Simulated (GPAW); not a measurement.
The system is LiF (Griceite).

```xyz
2
Lattice="0.0000 2.0140 2.0140 2.0140 0.0000 2.0140 2.0140 2.0140 0.0000" Properties=species:S:1:pos:R:3 pbc="T T T"
F     2.0140    2.0140    2.0140
Li    0.0000    0.0000    0.0000
```

```yaml
Program: GPAW 26.7.0
Task: single point
Functional: PBEsol
Potentials_or_basis: PAW data sets generated in the run's folder for this functional
Cutoff: 800 eV
Basis: pw
k_mesh: 11 × 11 × 11
Occupations: fermi-dirac, width 0.05 eV
Spin: no spin polarisation
```

On this cell: pressure -2.5 GPa; largest force zero by symmetry; band gap on the k mesh 8.88 eV, direct.

The same run follows on a disturbed copy (atoms moved at random, drawn with an rms of 0.05 Å):

```
F Li
1.0
     0.00000    2.01400    2.01400
     2.01400    0.00000    2.01400
     2.01400    2.01400    0.00000
F Li
1 1
Direct
  0.51469 0.47986 0.52021
  0.01018 0.99935 0.01060
```

Problem. What does the disturbed cell give?

Solution. The energy moves by +0.9 meV/atom; pressure -2.4 GPa; largest force 0.079 eV/Å; band gap on the k mesh 8.88 eV, direct.

Forces on the atoms (eV/Å):
```
F    0.034 -0.049  0.052
Li  -0.034  0.049 -0.052
```

Caveats: an odd mesh through Γ misses points on the zone boundary, where band edges often lie.
